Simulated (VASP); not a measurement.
Runs of VASP 6.6.1 on KCl. Symmetry: Fm-3m, No. 225, cubic system. Conventional cell: a = 6.022 Å, b = 6.022 Å, c = 6.022 Å, α = 90.00°, β = 90.00°, γ = 90.00°. K (site symmetry m-3m) has 6 Cl at 3.01 Å as nearest neighbours. Cl (site symmetry m-3m) is surrounded by 6 K at 3.01 Å. 

```csv
cell,target pressure,gap on the mesh (eV),pressure (GPa)
relaxed to 4 GPa,4 GPa,5.60,3.8
relaxed to 0.0001 GPa,0.0001 GPa,5.16,0.4
relaxed to 2 GPa,2 GPa,5.37,1.9
relaxed to 0.48 GPa,0.48 GPa,5.25,1.0
relaxed to 3 GPa,3 GPa,(a),2.7
relaxed to 1.2 GPa,1.2 GPa,5.37,1.9
```

Alike in all rows: task relaxation of cell and atoms; level PBEsol; potentials or basis VASP PAW PBE potentials, release 64 (K_sv, Cl); no spin polarisation; k mesh 12 × 12 × 12; cutoff (eV) 520; smearing gaussian 0.1 eV.

Problem. Estimate the missing entries.

Solution. (a) 5.48.

Caveats: the cell is relaxed towards a set pressure, so the enthalpy falls and the energy may rise; the PAW data sets were made with another functional, which shifts forces and pressure a little; the relaxation stopped at its first step, so nothing moved (some runs).

A k mesh can miss the band edges.
